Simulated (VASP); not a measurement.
**ZnS (F-43m): a series in uniaxial stress along [001]**

Wanted: the response of ZnS to uniaxial stress along [001], as a table, with a fit that predicts a row left out.

Program: VASP 6.6.1. Level of theory: LDA; plane waves and PAW (Zn, S), in the first sound run; inputs show where later runs differ. Results are calculated unless marked as measured.

## Step 1: The structure

The structure is cubic, space group F-43m (No. 216). Conventional cell: a = 5.410 Å, b = 5.410 Å, c = 5.410 Å, α = 90.00°, β = 90.00°, γ = 90.00°. Nearest to Zn lie 4 S at 2.34 Å. Nearest to S lie 4 Zn at 2.34 Å. Farther neighbours and most contacts between anions are not listed.

As a file:

```cif
data_structure
_symmetry_space_group_name_H-M 'P 1'
_symmetry_Int_Tables_number 1
_cell_length_a 3.8254
_cell_length_b 3.8254
_cell_length_c 3.8254
_cell_angle_alpha 60.000
_cell_angle_beta 60.000
_cell_angle_gamma 60.000
_cell_volume 39.59
loop_
_atom_site_label
_atom_site_type_symbol
_atom_site_fract_x
_atom_site_fract_y
_atom_site_fract_z
_atom_site_occupancy
Zn1 Zn 0.00000 0.00000 0.00000 1
S2 S 0.25000 0.25000 0.25000 1
```

## Step 2: Relax the crystal, LDA

The series starts from the cell that this level prefers, so that zero strain is near zero stress.

This step took 2 runs in a row; the last is shown.

Level: LDA; plane waves and PAW (Zn, S).

Input file INCAR:

```
SYSTEM = ZnS
PREC = Accurate
ENCUT = 450
EDIFF = 1E-07
NELM = 120
ISMEAR = 0
SIGMA = 0.02
LREAL = .FALSE.
ALGO = Normal
GGA = CA
NBANDS = 15
LASPH = .TRUE.
LORBIT = 11
LWAVE = .FALSE.
LCHARG = .FALSE.
KPAR = 16
IBRION = 2
NSW = 40
ISIF = 3
EDIFFG = -0.005
POTIM = 0.4
```

Input file POSCAR:

```
ZnS
1.0
    0.0000000000      2.6503118738      2.6503118738
    2.6503118738      0.0000000000      2.6503118738
    2.6503118738      2.6503118738      0.0000000000
Zn S
1 1
Direct
    0.0000000000      0.0000000000      0.0000000000
    0.2500000000      0.2500000000      0.2500000000
```

Input file KPOINTS:

```
Automatic mesh
0
Gamma
10 10 10
0 0 0
```

The projector-augmented-wave data sets are Zn and S (LDA family, release 64).

Run with:

```
$ mpirun -np 16 vasp_std
```

Log:

```text
[banner, memory and clock lines left out]
running   16 mpi-ranks, on    1 nodes
[...]
|                                                                             |
|           W    W    AA    RRRRR   N    N  II  N    N   GGGG   !!!           |
|           W    W   A  A   R    R  NN   N  II  NN   N  G    G  !!!           |
|           W    W  A    A  R    R  N N  N  II  N N  N  G       !!!           |
|           W WW W  AAAAAA  RRRRR   N  N N  II  N  N N  G  GGG   !            |
|           WW  WW  A    A  R   R   N   NN  II  N   NN  G    G                |
|           W    W  A    A  R    R  N    N  II  N    N   GGGG   !!!           |
|                                                                             |
|     For optimal performance we recommend to set                             |
|       NCORE = 2 up to number-of-cores-per-socket                            |
|     NCORE specifies how many cores store one orbital (NPAR=cpu/NCORE).      |
|     This setting can greatly improve the performance of VASP for DFT.       |
[...]
|     Unfortunately you need to use the default for GW and RPA                |
|     calculations (for HF NCORE is supported but not extensively tested      |
|     yet).                                                                   |
|                                                                             |

 LDA part: xc-table for (Slater(with rela. corr.)+CA(PZ))
 , standard interpolation
 POSCAR, INCAR and KPOINTS ok, starting setup
[...]
entering main loop
       N       E                     dE             d eps       ncg     rms          rms(c)
DAV:   1     0.844924030625E+02    0.84492E+02   -0.83039E+03  1417   0.133E+03
DAV:   2    -0.297509783239E+01   -0.87468E+02   -0.82414E+02  1599   0.256E+02
DAV:   3    -0.858274073883E+01   -0.56076E+01   -0.55833E+01  1753   0.659E+01
DAV:   4    -0.864432556638E+01   -0.61585E-01   -0.61569E-01  1669   0.714E+00
[...]
DAV:  11    -0.820746683210E+01    0.32619E-05   -0.10281E-05  2185   0.683E-02    0.404E-03
DAV:  12    -0.820746695401E+01   -0.12191E-06   -0.12543E-06  1697   0.113E-02    0.155E-03
DAV:  13    -0.820746695555E+01   -0.15443E-08   -0.39806E-08  1062   0.174E-03
   1 F= -.82074670E+01 E0= -.82074670E+01  d E =-.820747E+01
[...]
reached required accuracy - stopping structural energy minimisation
```

Wall time 2.6 s (16 MPI ranks of Intel Xeon Platinum 8488C (Sapphire Rapids), shared host); peak memory 2.4 GiB.

Lines that name or quote the potential files are left out of all logs, and their timing lines are given in words.

From OUTCAR (step 2):

```text
  Total       -0.0065099     -0.0065099     -0.0065099     -0.0000000     -0.0000000      0.0000000
  in kB       -0.2801341     -0.2801341     -0.2801341     -0.0000000     -0.0000000      0.0000000
  external PRESSURE =      -0.2801341 kB  Pullay stress =       0.0000000 kB

 POSITION                                       TOTAL-FORCE (eV/Angst)
 -----------------------------------------------------------------------------------
      0.00000      0.00000      0.00000         0.000000      0.000000      0.000000
      1.32516      1.32516      1.32516        -0.000000     -0.000000     -0.000000
 -----------------------------------------------------------------------------------
    total drift:                                0.000001      0.000001      0.000001

  FREE ENERGIE OF THE ION-ELECTRON SYSTEM (eV)
  ---------------------------------------------------
  free  energy   TOTEN  =        -8.2074669555 eV

  energy  without entropy=       -8.2074669555  energy(sigma->0) =       -8.20746696

 reached required accuracy - stopping structural energy minimisation

[... 3 further parts left out ...]
[key lines of the parts left out:]
E-fermi :   2.5842
```

Read from the output:

```
energy(sigma→0) of the program : -8.2075 eV
stress, compression positive   : xx, yy, zz -0.03, -0.03, -0.03 GPa
volume                         : 37.232 Å³
ionic steps                    : 1
```

## Step 3: Strain across the axis, LDA

One member in full: the axis is strained by -2 %, and the two directions across it are strained alike until their mean stress is under 0.012 GPa or five steps are spent.

This step took 3 runs, each at a new trial strain with the atoms of the one before; the last is shown.

Level: LDA; plane waves and PAW (Zn, S); cell typed or built by script.

INCAR: that of step 2 with these lines changed.

```diff
@@ -15,7 +15,7 @@
 LCHARG = .FALSE.
-KPAR = 16
-IBRION = 2
-NSW = 40
-ISIF = 3
-EDIFFG = -0.005
-POTIM = 0.4
+KPAR = 4
+IBRION = 1
+NSW = 25
+ISIF = 2
+EDIFFG = -0.004
+POTIM = 0.3
```

Input file POSCAR:

```
ZnS
1.0
    0.0000000000      2.6704270520      2.5973056360
    2.6704270520      0.0000000000      2.5973056360
    2.6704270520      2.6704270520      0.0000000000
Zn S
1 1
Direct
    0.0000000000      0.0000000000      0.0000000000
    0.2500000000      0.2500000000      0.2500000000
```

KPOINTS is that of step 2.

Run with:

```
$ mpirun -np 4 vasp_std
```

Log:

```text
[banner, memory and clock lines left out]
running    4 mpi-ranks, on    1 nodes
[...]
LDA part: xc-table for (Slater(with rela. corr.)+CA(PZ))
 , standard interpolation
 POSCAR, INCAR and KPOINTS ok, starting setup
[...]
entering main loop
       N       E                     dE             d eps       ncg     rms          rms(c)
DAV:   1     0.837904248528E+02    0.83790E+02   -0.84313E+03  3060   0.133E+03
DAV:   2    -0.327906446819E+01   -0.87069E+02   -0.81608E+02  3480   0.255E+02
DAV:   3    -0.858636611193E+01   -0.53073E+01   -0.52838E+01  3753   0.646E+01
DAV:   4    -0.864315431923E+01   -0.56788E-01   -0.56774E-01  3816   0.694E+00
[...]
DAV:  11    -0.820453023144E+01    0.32950E-05   -0.10783E-05  4800   0.717E-02    0.411E-03
DAV:  12    -0.820453035545E+01   -0.12401E-06   -0.13024E-06  3648   0.121E-02    0.165E-03
DAV:  13    -0.820453035854E+01   -0.30939E-08   -0.47817E-08  2384   0.196E-03
   1 F= -.82045304E+01 E0= -.82045304E+01  d E =-.820453E+01
 BRION: g(F)=  0.576E-45 g(S)=  0.000E+00
 reached required accuracy - stopping structural energy minimisation
```

Elapsed: 8.4 s, on 4 MPI ranks; peak memory 0.63 GiB.

From OUTCAR (step 3):

```text
  Total       -0.0004354     -0.0004354      0.2735876      0.0000000     -0.0000000     -0.0000000
  in kB       -0.0188310     -0.0188310     11.8329364      0.0000000     -0.0000000     -0.0000000
  external PRESSURE =       3.9317581 kB  Pullay stress =       0.0000000 kB

 POSITION                                       TOTAL-FORCE (eV/Angst)
 -----------------------------------------------------------------------------------
      0.00000      0.00000      0.00000         0.000000      0.000000      0.000000
      1.33521      1.33521      1.29865        -0.000000     -0.000000      0.000000
 -----------------------------------------------------------------------------------
    total drift:                                0.000001      0.000001      0.000001

  FREE ENERGIE OF THE ION-ELECTRON SYSTEM (eV)
  ---------------------------------------------------
  free  energy   TOTEN  =        -8.2045303585 eV

  energy  without entropy=       -8.2045303585  energy(sigma->0) =       -8.20453036

[... 1 part as in an earlier step ...]

[... 3 further parts left out ...]
[key lines of the parts left out:]
E-fermi :   2.6826
```

This run gave:

- energy(sigma→0) of the program: -8.2045 eV
- stress, compression positive: xx, yy, zz 0.00, 0.00, 1.18 GPa
- ionic steps: 1

## Step 4: Band edges, HSE06

Short lines in KPOINTS_OPT sample the zone centre along and across the axis, for masses, and the other valleys.

Level: HSE06; plane waves and PAW (Zn, S); cell typed or built by script.

Input file INCAR:

```
SYSTEM = ZnS
PREC = Accurate
ENCUT = 450
EDIFF = 1E-06
NELM = 100
ISMEAR = 0
SIGMA = 0.02
LREAL = .FALSE.
ALGO = Normal
LHFCALC = .TRUE.
AEXX = 0.25
GGA = PE
HFSCREEN = 0.2
LASPH = .TRUE.
NBANDS = 14
PRECFOCK = Fast
LWAVE = .FALSE.
LCHARG = .FALSE.
KPAR = 4
```

POSCAR is that of step 3.

Input file KPOINTS:

```
Automatic mesh
0
Gamma
5 5 5
0 0 0
```

Input file KPOINTS_OPT:

```
Line mode
6
Line-mode
Reciprocal
  0.00000000   0.00000000   0.00000000
  0.02066870   0.02066870   0.00000000

  0.00000000   0.00000000   0.00000000
 -0.00000000  -0.02125058  -0.02125058

  0.31000000   0.31000000   0.00000000
  0.50000000   0.50000000   0.00000000

  0.00000000   0.31000000   0.31000000
  0.00000000   0.50000000   0.50000000

  0.45000000   0.45000000   0.45000000
  0.50000000   0.50000000   0.50000000

  0.45000000   0.00000000   0.00000000
  0.50000000   0.00000000   0.00000000

  0.42500000   0.42500000   0.00000000
  0.42500000   0.44625058   0.02125058

  0.50000000   0.50000000   0.50000000
  0.48497357   0.51502643   0.50000000
```

Run with:

```
$ mpirun -np 4 vasp_std
```

Log:

```text
[banner, memory and clock lines left out]
running    4 mpi-ranks, on    1 nodes
[...]
|                                                                             |
|               ----> ADVICE to this user running VASP <----                  |
|                                                                             |
|     You enforced a specific xc type in the INCAR file but a different       |
|     [... a line on the potential file left out ...]
|     I HOPE YOU KNOW WHAT YOU ARE DOING!                                     |
|                                                                             |

 LDA part: xc-table for (Slater+PW92), standard interpolation
 found WAVECAR, reading the header
 POSCAR, INCAR and KPOINTS ok, starting setup
[...]
reading WAVECAR
 the WAVECAR file was read successfully
 initial charge from wavefunction
 entering main loop
       N       E                     dE             d eps       ncg     rms          rms(c)
DAV:   1    -0.839639963574E+01   -0.83964E+01   -0.12651E+00   642   0.361E+01    0.308E+00
DAV:   2    -0.834752366641E+01    0.48876E-01   -0.31431E-01   600   0.131E+01    0.212E+00
DAV:   3    -0.834608621930E+01    0.14374E-02   -0.32238E-02   642   0.337E+00    0.147E+00
DAV:   4    -0.834555712375E+01    0.52910E-03   -0.31933E-03   582   0.811E-01    0.913E-01
[...]
DAV:   8    -0.834535292026E+01    0.70365E-05   -0.38572E-06   572   0.153E-02    0.888E-02
DAV:   9    -0.834535050829E+01    0.24120E-05   -0.12294E-06   414   0.996E-03    0.471E-02
DAV:  10    -0.834534966390E+01    0.84439E-06   -0.58144E-07   414   0.707E-03
   1 F= -.83453497E+01 E0= -.83453497E+01  d E =-.510504E-33
 Start KPOINTS_OPT (optional k-point list driver)
k-point batch [1-18\48]
       N       E                     dE             ncg
DAV:   1     0.781175077113E+03   -0.29700E+04      504
DAV:   2    -0.121095980987E+04   -0.19921E+04      552
DAV:   3    -0.137394087629E+04   -0.16298E+03      576
DAV:   4    -0.137803469334E+04   -0.40938E+01      654
DAV:   5    -0.137808432036E+04   -0.49627E-01      678
DAV:   6    -0.137808519794E+04   -0.87758E-03      666
DAV:   7    -0.137808521774E+04   -0.19801E-04      636
DAV:   8    -0.137808521825E+04   -0.50718E-06      474
[...]
k-point batch [37-48\48]
       N       E                     dE             ncg
DAV:   1     0.385552605207E+04   -0.59428E+04      336
DAV:   2     0.254714780424E+04   -0.13084E+04      360
DAV:   3     0.245338752402E+04   -0.93760E+02      408
DAV:   4     0.245160540824E+04   -0.17821E+01      426
DAV:   5     0.245158342282E+04   -0.21985E-01      438
DAV:   6     0.245158301551E+04   -0.40731E-03      408
DAV:   7     0.245158300551E+04   -0.10000E-04      408
DAV:   8     0.245158300526E+04   -0.25699E-06      312
```

Elapsed: 4.6 min, on 4 MPI ranks; peak memory 1 GiB; 18 min of CPU time.

OUTCAR, selected parts (step 4):

```text
  LATTYP: Found a body centered tetragonal cell.
 ALAT       =     3.7765541543
 C/A-ratio  =     1.3754896818

 Subroutine GETGRP returns: Found  8 space group operations
 (whereof  8 operations were pure point group operations)

The static configuration has the point symmetry D_2d.

 Found     18 irreducible k-points:

   k-points           NKPTS =     18   k-points in BZ     NKDIM =    125   number of bands    NBANDS=     14

   dimension x,y,z NGX =    28 NGY =   28 NGZ =   28
   dimension x,y,z NGXF=    56 NGYF=   56 NGZF=   56

   ENCUT  =  450.0 eV  33.07 Ry    5.75 a.u.   6.44  6.44  6.53*2*pi/ulx,y,z

   NELECT =      18.0000    total number of electrons

  exchange ACFDT corr.  =         0.00000000  see jH, gK, PRB 81, 115126

 E-fermi :   2.2856

 k-point     1 :       0.0000    0.0000    0.0000
  band No.  band energies     occupation
    ...
      5      -5.5572      2.00000
      6      -5.5483      2.00000
      7       2.0218      2.00000
      8       2.0218      2.00000
      9       2.1215      2.00000
     10       5.7099      0.00000
     11       9.7054      0.00000
     12       9.7054      0.00000
     13       9.7223      0.00000
     14      15.0734      0.00000

 k-point     2 :       0.2000    0.0000    0.0000
  band No.  band energies     occupation
    ...
      5      -5.5561      2.00000
      6      -5.5525      2.00000
      7      -0.3530      2.00000
      8       1.6108      2.00000
      9       1.7192      2.00000
     10       6.9456      0.00000
     11       9.9679      0.00000
     12      10.2455      0.00000
     13      10.3691      0.00000
     14      14.2340      0.00000

 POSITION                                       TOTAL-FORCE (eV/Angst)
 -----------------------------------------------------------------------------------
      0.00000      0.00000      0.00000         0.000000      0.000000      0.000000
      1.33521      1.33521      1.29865        -0.000000     -0.000000      0.000000
 -----------------------------------------------------------------------------------
    total drift:                                0.000004      0.000004      0.000002

  FREE ENERGIE OF THE ION-ELECTRON SYSTEM (eV)
  ---------------------------------------------------
  free  energy   TOTEN  =        -8.3453496639 eV

  energy  without entropy=       -8.3453496639  energy(sigma->0) =       -8.34534966

[... 1 part as in an earlier step ...]

[... 7 further parts left out ...]
```

Read from the output:

* energy(sigma→0) of the program: -8.3453 eV

(Continued in part 2 of 2.)

[Lines on the potential files, build, host, timing and source positions are cut from VASP's logs without a mark.]

[Logs are printed without paths, hosts, clocks, repeated set-up lines and the standing remarks that a program may print on its own settings, such as how far it seeks lower states.]

[Hosts, paths, dates, database ids (printed as entryN), source tags and the programs' standing remarks are cut or masked in the printed files.]

[In band tables of VASP the shares of atoms and orbitals are scaled to a sum of 1 inside the atoms' spheres.]
